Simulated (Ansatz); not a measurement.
ZnTe (zinc blende), frozen-phonon scan

Relaxed ZnTe (zinc blende):

```xyz
4
Lattice="0.0000 6.1791 6.1791 3.0895 3.0895 6.1791 3.0895 3.0895 0.0000" Properties=species:S:1:pos:R:3 pbc="T T T"
Te     4.6343     4.6343     4.6343
Te     4.6343     7.7239     7.7239
Zn     0.0000     0.0000     0.0000
Zn     3.0895     6.1791     3.0895
```

A phonon eigenvector at X = (0.5, 0.5, 0.0) is frozen into this cell: atom i moves by Q times the vector below, so Q is the largest atomic displacement, in Å. The cell is held. (q is in reciprocal vectors of the primitive cell; the cell shown is doubled to hold the pattern.)

```csv
atom,x,y,z
Zn3,0.000,0.000,1.000
Zn4,0.000,0.000,-1.000
```

Atoms not listed stay in place.

Level of theory: PBE (plane waves to 420 eV, PAW, scalar-relativistic; Ansatz, a program for electronic structure). k mesh 9×9×9 (Γ-centred), Fermi-Dirac smearing 0.05 eV. The energy includes the smearing's −TS. Stress and pressure are positive under compression. Spin-orbit coupling is left out, though Te is heavy. ZnTe was relaxed with its symmetry unable to fall. ΔE is measured from the undisplaced structure.

```tsv
Q (Å)	ΔE (eV/cell)	P (GPa)	−dE/dQ from forces (eV/Å)
-0.100	0.0716	0.17	1.430
-0.083	0.0497	0.12	1.192
-0.067	0.0318	0.08	0.955
-0.050	0.0179	0.04	0.716
-0.033	0.0080	0.02	0.478
-0.017	0.0020	0.01	0.239
0.000	0.0000	0.00	0.000
0.017	0.0020	0.01	-0.239
0.033	0.0080	0.02	-0.478
0.050	0.0179	0.04	-0.716
0.067	0.0318	0.08	-0.955
0.083	0.0497	0.12	-1.192
0.100	0.0716	0.17	-1.430
```

Derived quantities:

```
Property                                                                                                             Result
-----------------------------------------------------------  --------------------------------------------------------------
Energy at Q = 0.100 Å                                                                                         71.6 meV/cell
Space group of the distorted cell                                                       P-4m2 (No. 115), lowered from F-43m
Symmetry of the curve                                                                         even: the same for both signs
Shape of the curve                                           a single well with its minimum at or next to zero displacement
Harmonic wavenumber from the curvature (finite differences)                                                        173 cm⁻¹
Wavenumber by perturbation theory (DFPT, on another k mesh)                                                        173 cm⁻¹
```

(A displaced cell: forces are minus the slopes of the energy, force constants its curvatures, and phonons follow from these.)
